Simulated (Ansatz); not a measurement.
Strain and the gap of CaSe (zincblende)

CaSe (zincblende), relaxed with r2SCAN in the plane-wave code Ansatz. The symmetry is F-43m (No. 216, cubic); conventional cell a = 6.559 Å, 35.27 Å³ an atom. Ca has 4 Se at 2.84 Å; Se has 4 Ca at 2.84 Å.

The axes x, y and z are those of this cell:
```
CELL_PARAMETERS angstrom
0.00000 3.27956 3.27956
3.27956 0.00000 3.27956
3.27956 3.27956 0.00000
ATOMIC_POSITIONS crystal
Ca 0.00000 0.00000 0.00000
Se 0.25000 0.25000 0.25000
```

Unstrained: With PBE the valence top lies at Γ–K (0.72 of the way from Γ) and the conduction bottom at Γ, 3.202 eV higher; the smallest vertical gap, at Γ, is 3.300 eV. The r2SCAN gap is indirect, 3.698 eV (Γ–K (0.72 of the way from Γ) to Γ), below the direct gap of 3.790 eV at Γ. The HSE06 gap is indirect, 4.091 eV (Γ–K (0.67 of the way from Γ) to Γ), below the direct gap of 4.174 eV at Γ. Meshes: PBE 6×6×6, r2SCAN 6×6×6, HSE06 4×4×4. Strains are changes of length per length. After each strain the atoms were relaxed again with r2SCAN within the symmetry that the strain leaves, so tilts or polar shifts that break it weren't tested; points keep the names that they have in the unstrained zone. Note: simulated data, non-magnetic, for a generated structure that need not be the stable one.

Changes of the least gap in eV (an overlap counts as a negative gap):

| strain | volume change (%) | space group | PBE | r2SCAN | HSE06 | energy rise, r2SCAN (meV/atom) |
| --- | --- | --- | --- | --- | --- | --- |
| uniaxial +5.8 % along x | +5.8 | I-4m2 | -0.266 | -0.280 | – | 14.3 |
| biaxial +4.62 % in x and y, z held | +9.5 | I-4m2 | -0.321 | -0.345 | – | 31.3 |
| epitaxial +4.02 % in the xy plane, free normal strain -8.12 % | -0.6 | I-4m2 | -0.152 | -0.152 | – | 2.6 |

Uniaxial +5.8 % along x, other directions held. r2SCAN: the gap goes from 3.698 to 3.418 eV (-0.280 eV); the edges go from Γ–K (0.72) → Γ to (0, 0.281, -0.292) → Γ. Stress change with r2SCAN, compression positive: xx -2.23, yy -1.63, zz -1.63 GPa.

Biaxial +4.62 % in x and y, z held. r2SCAN: the gap goes from 3.698 to 3.353 eV (-0.345 eV); the edges go from Γ–K (0.72) → Γ to L → Γ. Stress change with r2SCAN, compression positive: xx -2.81, yy -2.81, zz -2.44 GPa.

Epitaxial +4.02 % in the xy plane, free normal strain -8.12 %. r2SCAN: the gap goes from 3.698 to 3.546 eV (-0.152 eV); the edges go from Γ–K (0.72) → Γ to L → Γ. Stress change with r2SCAN, compression positive: xx -0.18, yy -0.18, zz -0.03 GPa.

The runs are scalar-relativistic, without spin-orbit coupling.

Where an edge lies off the special points, it is a point of the mesh or the k point where a search put PBE's edge or least direct gap, reused for the other functionals, whose own edges may lie a little apart.

The meshes of the hybrids are coarse, so their gaps aren't converged to the digits shown.
